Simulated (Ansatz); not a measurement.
**TiC: an energy map of one atom**

This session takes TiC and sets out to map the energy of atom 1 (Ti) over a plane.

Program: Ansatz 0.2.0. Level of theory: DFT PBEsol, scalar-relativistic, plane waves, PAW. These are calculated values, not measurements.

1 further run of the same task is left out (set aside as unsound or not needed). Runs told in other sessions of the task aren't counted.

## Step 1: The system as given

Symmetry: Fm-3m, No. 225, cubic system. The conventional cell has a = 4.293 Å, b = 4.293 Å, c = 4.293 Å, α = 90.00°, β = 90.00°, γ = 90.00°. Ti (site symmetry m-3m) has 6 C at 2.15 Å in its first shell of neighbours. Around C (site symmetry m-3m) lie 6 Ti at 2.15 Å.

As a file:

```
Ti C
1.0
     0.00000    2.14669    2.14669
     2.14669    0.00000    2.14669
     2.14669    2.14669    0.00000
Ti C
1 1
Direct
  0.00000 0.00000 0.00000
  0.50000 0.50000 0.50000
```

It is the result of an earlier relaxation at this level (volume 9.89 Å³/atom; gap on the mesh: none (metal)).

## Step 2: The undisturbed cell

Contents of input.yaml:

```yaml
crystal:
  lattice:
    - [0.0, 2.1466854843, 2.1466854843]
    - [2.1466854843, 0.0, 2.1466854843]
    - [2.1466854843, 2.1466854843, 0.0]
  atoms:
    - { symbol: Ti, position: [0.0, 0.0, 0.0] }
    - { symbol: C, position: [0.5, 0.5, 0.5] }
basis:
  ecutwfc: 420
kpoints:
  mp_grid: { grid: [24, 24, 24] }
hamiltonian:
  xc: pbesol
scf:
  occupations: { method: gaussian, width: 0.15 }
output:
  forces: true
  stress: true
  eigenvalues: true
```

Command:

```bash
ansatz run input.yaml --threads 2 --pin off --max-ram 5120MiB --backend cpu --events-out ev --progress --plain --runs-dir out
```

The program printed, shortened:

```text
Warning: RAYON_NUM_THREADS=2 ignored (pool sized by the plan → 2); use --threads N
[...]
Pseudopotentials: kind: paw
Pseudopotential: Ti, paw, valence charge 12, recommended cutoff 420 eV (normal), Ti.paw.azcp
Pseudopotential: C, paw, valence charge 4, recommended cutoff 420 eV (normal), C.paw.azcp
Functional definition: PBEsol
[...]
Crystal: 2 atoms, lattice volume = 19.785 Å³
Basis set: ecut = 420 eV, 387 PW (Γ), exchange–correlation on 48×48×48 points (8 copies of the dense FFT grid, shifted against one another)
Bands: 12, of which v1, the nominal top of the filled ones, is band 8 counted from 1 (7 counted from 0)
Symmetry: 48 space group operations
Space group: Fm-3m (ITA 225), of the structure as read, at distance tolerance 2.7e-5 Å
k-points: 413 of 13824
[...]
SCF iter   1: F=—  HF=-2722.427051 eV  |F-HF|=—  |Δ(HF+E_count)|=         —  Δρ=1.05e-2  dr2=2.46e-2  ethr=1.77e-3  ⟨swp⟩=4.3  Hψ=24590  notcnv=0
[...]
SCF iter   6: F=-2722.420971 eV  HF=-2722.420971 eV  |F-HF|=4.55e-12  |Δ(HF+E_count)|=   1.63e-9  Δρ=5.75e-7  dr2=3.09e-11  ethr=5.51e-11  ⟨swp⟩=2.0  Hψ=15018  notcnv=0
the search or the solves at the SCF's close seem to have found levels that the self-consistency loop had missed (the run counts 1). By its estimate they hold under 1e-12 electrons; where the run keeps them, the occupations were computed again with them
[...]
SCF converged after 6 iterations
Free energy (F): -2722.420971 eV
[...]
E sigma→0 (E₀):  -2722.419274 eV
Entropy (-TS):   -0.003394 eV (-1.697 meV/atom)
Fermi energy:    15.038174 eV
[...]
--- Forces (eV/Å), atoms counted from 1 ---
  atom   1  Ti    -0.00000000    -0.00000000    -0.00000000
  atom   2  C      0.00000000    -0.00000000    -0.00000000
[...]
--- Stress (GPa, compression-positive) ---
       -0.019338      -0.000000       0.000000
       -0.000000      -0.019338       0.000000
        0.000000      -0.000000      -0.019338
  P = ⅓ Tr σ = -0.0193 GPa (-0.193 kbar)
--- Band table (eV; the first three rows and the last of 413) ---
  k-point 0: bands = ["-41.1718", "-17.2959", "-17.2959", "-17.2959", "2.5425", "15.7177", "15.7177", "15.7177", "16.7740", "16.7740", "16.7740", "16.8360"]
[...]
```

It took 3.8 s on 2 threads of Arm Neoverse V2, shared host; peak memory 0.39 GiB.

Reference values: F = -2722.4210 eV; pressure -0.02 GPa; largest force 0.000 eV/Å; gap on the mesh none (metal).

## Step 3: Setting up an energy map of one atom

Atom 1 (Ti) is moved by p along (1.000, 0.000, 0.000) and q along (0.000, 0.000, 1.000) (Å), all else fixed; its images in the other cells move with it. Points alike by symmetry are run once.

## Step 4: p = -0.200, q = -0.200

Edit input.yaml of step 2 so:

```diff
@@ -6,3 +6,3 @@
   atoms:
-    - { symbol: Ti, position: [0.0, 0.0, 0.0] }
+    - { symbol: Ti, position: [0.0, -0.0931668852, 0.0] }
     - { symbol: C, position: [0.5, 0.5, 0.5] }
```

Command:

```bash
ansatz run input.yaml --threads 2 --pin off --max-ram 5120MiB --backend cpu --events-out ev --progress --plain --runs-dir out
```

The program printed, shortened:

```text
Warning: RAYON_NUM_THREADS=2 ignored (pool sized by the plan → 2); use --threads N
[...]
[... 4 set-up lines as earlier in the session ...]
[...]
Crystal: 2 atoms, lattice volume = 19.785 Å³
Basis set: ecut = 420 eV, 387 PW (Γ), exchange–correlation on 48×48×48 points (8 copies of the dense FFT grid, shifted against one another)
Bands: 12, of which v1, the nominal top of the filled ones, is band 8 counted from 1 (7 counted from 0)
Symmetry: 4 space group operations
Space group: Imm2 (ITA 44), of the structure as read, at distance tolerance 2.7e-5 Å
k-points: 1963 of 13824 (time reversal used)
[...]
SCF iter   1: F=—  HF=-2722.041279 eV  |F-HF|=—  |Δ(HF+E_count)|=         —  Δρ=1.02e-2  dr2=2.09e-2  ethr=1.77e-3  ⟨swp⟩=4.4  Hψ=117267  notcnv=0
[...]
SCF iter   6: F=-2722.035187 eV  HF=-2722.035187 eV  |F-HF|=1.30e-9  |Δ(HF+E_count)|=   8.01e-9  Δρ=3.26e-6  dr2=1.46e-9  ethr=2.98e-10  ⟨swp⟩=2.4  Hψ=82280  notcnv=0
[...]
SCF converged after 6 iterations
Free energy (F): -2722.035187 eV
[...]
E sigma→0 (E₀):  -2722.034986 eV
Entropy (-TS):   -0.000401 eV (-0.201 meV/atom)
Fermi energy:    15.119244 eV
[...]
--- Forces (eV/Å), atoms counted from 1 ---
  atom   1  Ti     1.94969133     0.00000000     1.94969133
  atom   2  C     -1.94968023     0.00000000    -1.94968023
[...]
--- Stress (GPa, compression-positive) ---
       14.847375       0.000000      -5.460383
        0.000000       0.333609       0.000000
       -5.460383       0.000000      14.847375
  P = ⅓ Tr σ = 10.0095 GPa (100.095 kbar)
--- Band table (eV; the first three rows and the last of 1963) ---
  k-point 0: bands = ["-41.1391", "-17.2853", "-17.2819", "-17.2748", "2.6280", "14.2969", "14.5489", "14.8299", "15.6820", "16.5830", "18.2284", "19.0191"]
[...]
```

Run time: 22 s. Hardware: 2 threads of Arm Neoverse V2, shared host; peak memory 0.88 GiB.

## Step 5: p = -0.200, q = 0.000

Edit input.yaml of step 4 so:

```diff
@@ -6,3 +6,3 @@
   atoms:
-    - { symbol: Ti, position: [0.0, -0.0931668852, 0.0] }
+    - { symbol: Ti, position: [0.0465834426, -0.0465834426, -0.0465834426] }
     - { symbol: C, position: [0.5, 0.5, 0.5] }
```

Command:

```bash
ansatz run input.yaml --threads 2 --pin off --max-ram 5120MiB --backend cpu --events-out ev --progress --plain --runs-dir out
```

The program printed, shortened:

```text
Warning: RAYON_NUM_THREADS=2 ignored (pool sized by the plan → 2); use --threads N
[...]
[... 4 set-up lines as earlier in the session ...]
[...]
Crystal: 2 atoms, lattice volume = 19.785 Å³
Basis set: ecut = 420 eV, 387 PW (Γ), exchange–correlation on 48×48×48 points (8 copies of the dense FFT grid, shifted against one another)
Bands: 12, of which v1, the nominal top of the filled ones, is band 8 counted from 1 (7 counted from 0)
Symmetry: 8 space group operations
Space group: I4mm (ITA 107), of the structure as read, at distance tolerance 2.7e-5 Å
k-points: 1063 of 13824 (time reversal used)
[...]
SCF iter   1: F=—  HF=-2722.221484 eV  |F-HF|=—  |Δ(HF+E_count)|=         —  Δρ=1.06e-2  dr2=2.39e-2  ethr=1.77e-3  ⟨swp⟩=4.4  Hψ=63467  notcnv=0
[...]
SCF iter   6: F=-2722.215142 eV  HF=-2722.215142 eV  |F-HF|=3.98e-10  |Δ(HF+E_count)|=   4.75e-9  Δρ=1.81e-6  dr2=4.99e-10  ethr=1.52e-10  ⟨swp⟩=2.0  Hψ=41436  notcnv=0
[...]
SCF converged after 6 iterations
Free energy (F): -2722.215142 eV
[...]
E sigma→0 (E₀):  -2722.214362 eV
Entropy (-TS):   -0.001560 eV (-0.780 meV/atom)
Fermi energy:    15.087271 eV
[...]
--- Forces (eV/Å), atoms counted from 1 ---
  atom   1  Ti     2.17626330     0.00000000     0.00000000
  atom   2  C     -2.17624755    -0.00000000     0.00000000
[...]
--- Stress (GPa, compression-positive) ---
       14.615176       0.000000       0.000000
        0.000000       0.518292       0.000000
        0.000000       0.000000       0.518292
  P = ⅓ Tr σ = 5.2173 GPa (52.173 kbar)
--- Band table (eV; the first three rows and the last of 1063) ---
  k-point 0: bands = ["-41.1575", "-17.2928", "-17.2898", "-17.2898", "2.5888", "14.9003", "14.9003", "15.1724", "15.7276", "16.8505", "17.7198", "17.7198"]
[...]
```

Wall time 12 s (2 threads of Arm Neoverse V2, shared host); peak memory 0.61 GiB.

## Step 6: At p = -0.200, q = -0.100

Edit input.yaml of step 5 so:

```diff
@@ -6,3 +6,3 @@
   atoms:
-    - { symbol: Ti, position: [0.0465834426, -0.0465834426, -0.0465834426] }
+    - { symbol: Ti, position: [0.0232917213, -0.0698751639, -0.0232917213] }
     - { symbol: C, position: [0.5, 0.5, 0.5] }
```

Command:

```bash
ansatz run input.yaml --threads 2 --pin off --max-ram 5120MiB --backend cpu --events-out ev --progress --plain --runs-dir out
```

The program printed, shortened:

```text
[...]
SCF converged after 6 iterations
Free energy (F): -2722.172383 eV
[...]
E sigma→0 (E₀):  -2722.171626 eV
Entropy (-TS):   -0.001515 eV (-0.757 meV/atom)
Fermi energy:    15.101008 eV
[...]
--- Forces (eV/Å), atoms counted from 1 ---
  atom   1  Ti     2.11780015     0.00000000     0.86655553
  atom   2  C     -2.11778015     0.00000000    -0.86655143
[...]
--- Stress (GPa, compression-positive) ---
       14.764750       0.000000      -3.146849
        0.000000       0.408375       0.000000
       -3.146849       0.000000       3.952193
  P = ⅓ Tr σ = 6.3751 GPa (63.751 kbar)
--- Band table (eV; the first three rows and the last of 3614) ---
  k-point 0: bands = ["-41.1527", "-17.2899", "-17.2898", "-17.2843", "2.5983", "14.6904", "14.8061", "15.1365", "15.7084", "16.6551", "17.8592", "18.2008"]
[...]
```

It took 40 s on 2 threads of Arm Neoverse V2, shared host; peak memory 1.4 GiB.

## Step 7: At p = -0.100, q = 0.000

Edit input.yaml of step 6 so:

```diff
@@ -6,3 +6,3 @@
   atoms:
-    - { symbol: Ti, position: [0.0232917213, -0.0698751639, -0.0232917213] }
+    - { symbol: Ti, position: [0.0232917213, -0.0232917213, -0.0232917213] }
     - { symbol: C, position: [0.5, 0.5, 0.5] }
```

Command:

```bash
ansatz run input.yaml --threads 2 --pin off --max-ram 5120MiB --backend cpu --events-out ev --progress --plain --runs-dir out
```

The program printed, shortened:

```text
[...]
SCF converged after 6 iterations
Free energy (F): -2722.370172 eV
[...]
E sigma→0 (E₀):  -2722.368673 eV
Entropy (-TS):   -0.002999 eV (-1.499 meV/atom)
Fermi energy:    15.077050 eV
[...]
--- Forces (eV/Å), atoms counted from 1 ---
  atom   1  Ti     1.00599136     0.00000000     0.00000000
  atom   2  C     -1.00600292    -0.00000000     0.00000000
[...]
--- Stress (GPa, compression-positive) ---
        3.341276       0.000000       0.000000
        0.000000       0.211223      -0.000000
        0.000000      -0.000000       0.211223
  P = ⅓ Tr σ = 1.2546 GPa (12.546 kbar)
--- Band table (eV; the first three rows and the last of 1063) ---
  k-point 0: bands = ["-41.1686", "-17.2955", "-17.2955", "-17.2936", "2.5538", "15.4234", "15.4234", "15.7186", "15.9426", "16.8385", "17.1000", "17.1000"]
[...]
```

Run time: 12 s. Hardware: 2 threads of Arm Neoverse V2, shared host; peak memory 0.61 GiB.

## Step 8: p = -0.100, q = -0.100

Edit input.yaml of step 7 so:

```diff
@@ -6,3 +6,3 @@
   atoms:
-    - { symbol: Ti, position: [0.0232917213, -0.0232917213, -0.0232917213] }
+    - { symbol: Ti, position: [0.0, -0.0465834426, 0.0] }
     - { symbol: C, position: [0.5, 0.5, 0.5] }
@@ -20 +20,5 @@
   eigenvalues: true
+  write_density: true
+  write_potential: true
+  elf: true
+  volumetric_format: npy
```

Command:

```bash
ansatz run input.yaml --threads 2 --pin off --max-ram 5120MiB --backend cpu --events-out ev --progress --plain --runs-dir out
```

The program printed, shortened:

```text
Warning: RAYON_NUM_THREADS=2 ignored (pool sized by the plan → 2); use --threads N
[...]
[... 4 set-up lines as earlier in the session ...]
[...]
Crystal: 2 atoms, lattice volume = 19.785 Å³
Basis set: ecut = 420 eV, 387 PW (Γ), exchange–correlation on 48×48×48 points (8 copies of the dense FFT grid, shifted against one another)
Bands: 12, of which v1, the nominal top of the filled ones, is band 8 counted from 1 (7 counted from 0)
[... 2 set-up lines as earlier in the session ...]
k-points: 1963 of 13824 (time reversal used)
[...]
SCF iter   1: F=—  HF=-2722.328847 eV  |F-HF|=—  |Δ(HF+E_count)|=         —  Δρ=1.06e-2  dr2=2.49e-2  ethr=1.77e-3  ⟨swp⟩=4.3  Hψ=116895  notcnv=0
[...]
SCF iter   6: F=-2722.322505 eV  HF=-2722.322505 eV  |F-HF|=2.36e-10  |Δ(HF+E_count)|=   4.53e-9  Δρ=1.65e-6  dr2=2.94e-10  ethr=8.65e-11  ⟨swp⟩=4.7  Hψ=116034  notcnv=0
[...]
SCF converged after 6 iterations
Free energy (F): -2722.322505 eV
[...]
E sigma→0 (E₀):  -2722.321226 eV
Entropy (-TS):   -0.002556 eV (-1.278 meV/atom)
Fermi energy:    15.108730 eV
[...]
--- Forces (eV/Å), atoms counted from 1 ---
  atom   1  Ti     0.95659588     0.00000000     0.95659588
  atom   2  C     -0.95659845     0.00000000    -0.95659845
[...]
--- Stress (GPa, compression-positive) ---
        3.562716       0.000000      -1.971838
        0.000000       0.354135       0.000000
       -1.971838       0.000000       3.562716
  P = ⅓ Tr σ = 2.4932 GPa (24.932 kbar)
--- Band table (eV; the first three rows and the last of 1963) ---
  k-point 0: bands = ["-41.1649", "-17.2949", "-17.2930", "-17.2918", "2.5647", "15.1655", "15.2332", "15.7074", "15.7519", "16.5519", "17.3330", "17.7499"]
[...]
```

Wall time 31 s (2 threads of Arm Neoverse V2, shared host); peak memory 0.84 GiB.

The maps below are laid out on this run's own conventional cell (a, b, c = 3.036, 4.293, 3.036 Å).

Density in a lattice plane of the grid's cell (edges 3.04 and 3.04 Å, at 0.000 of the third edge), which holds Ti and C.

Ten even steps from '0' (0.21 e/Å³) to '9' (10.07 e/Å³):
```
998742100000000000124789
998642100000000000124689
876532000000000000023567
554321000000000000012345
222110000000000000001122
110000000000000000000001
000000000111111100000000
000000001111111110000000
000000001111111110000000
000000001111111110000000
000000001111111110000000
000000000111111100000000
000000000011111000000000
000000000000000000000000
000000000000000000000000
111000000000000000000011
332210000000000000001223
654321000000000000012345
887532000000000000023578
998742100000000000124789
```
Columns run along the first of these edges and rows up along the second, over one cell in 24 and 20 even steps from the bottom left corner. Atoms in the plane (fractional): Ti at (0.00, 0.95), C at (0.50, 0.50).

ELF in the same plane.

Ten even steps from '0' (0.01) to '9' (0.80):
```
002676521123332112567620
124676421234543212467642
346776322456765422367764
677765334678987643356777
777643346899999864334677
444333468999999986433344
222235789987778998753222
112246899865456899864221
122468998742124789986422
224679998620002689997642
234689998731013789998643
223578999864346899987532
112357899987778999875321
111235789999999998753211
222122468999999986422122
555432245788988754223455
777754223466766432245777
677875322234543222357877
346886421123332112468864
013677521112221112577631
```
Columns run along the first of these edges and rows up along the second, over one cell in 24 and 20 even steps from the bottom left corner. Atoms in the plane (fractional): Ti at (0.00, 0.95), C at (0.50, 0.50).

Both are smooth fields of the valence electrons: close to the nuclei they are not physical.

Maxima of ELF outside the ion cores: 0.80 in the shell around C, 0.7 Å from C; 0.80 beside C, off the lines to its neighbours, 0.8 Å from C.

## Step 9: The scan collected

Energy above the undisturbed cell in eV/cell; points alike by symmetry are filled in, and a dash was not computed:

```
 p \ q  -0.200  -0.100  0.000  0.100  0.200
-0.200   0.386   0.249  0.206  0.249  0.386
-0.100   0.249   0.098  0.051  0.098  0.249
 0.000   0.206   0.051  0.000  0.051  0.206
 0.100   0.249   0.098  0.051  0.098  0.249
 0.200   0.386   0.249  0.206  0.249  0.386
```

Pressure in GPa:

```
 p \ q  -0.200  -0.100  0.000  0.100  0.200
-0.200    10.0     6.4    5.2    6.4   10.0
-0.100     6.4     2.5    1.3    2.5    6.4
 0.000     5.2     1.3    0.0    1.3    5.2
 0.100     6.4     2.5    1.3    2.5    6.4
 0.200    10.0     6.4    5.2    6.4   10.0
```

Gap on the mesh in eV:

| p \ q | -0.200 | -0.100 | 0.000 | 0.100 | 0.200 |
| --- | --- | --- | --- | --- | --- |
| -0.200 | 0.18 | 0.00 | 0.00 | 0.00 | 0.18 |
| -0.100 | 0.00 | 0.00 | 0.00 | 0.00 | 0.00 |
| 0.000 | 0.00 | 0.00 | 0.00 | 0.00 | 0.00 |
| 0.100 | 0.00 | 0.00 | 0.00 | 0.00 | 0.00 |
| 0.200 | 0.18 | 0.00 | 0.00 | 0.00 | 0.18 |

## Step 10: Results

```
                         quantity                                       value
                    highest point  0.386 eV/cell at (p, q) = (-0.200, -0.200)
lowest point away from the origin            0.051 eV/cell at (-0.100, 0.000)
```

No computed point lies below the origin. Read as harmonic, the points at ±0.100 Å give force constants of 10.16 eV/Å² along p and 10.16 eV/Å² along q, so the site is nearly isotropic in this plane. The gap on the mesh runs from 0.00 to 0.18 eV over the map.
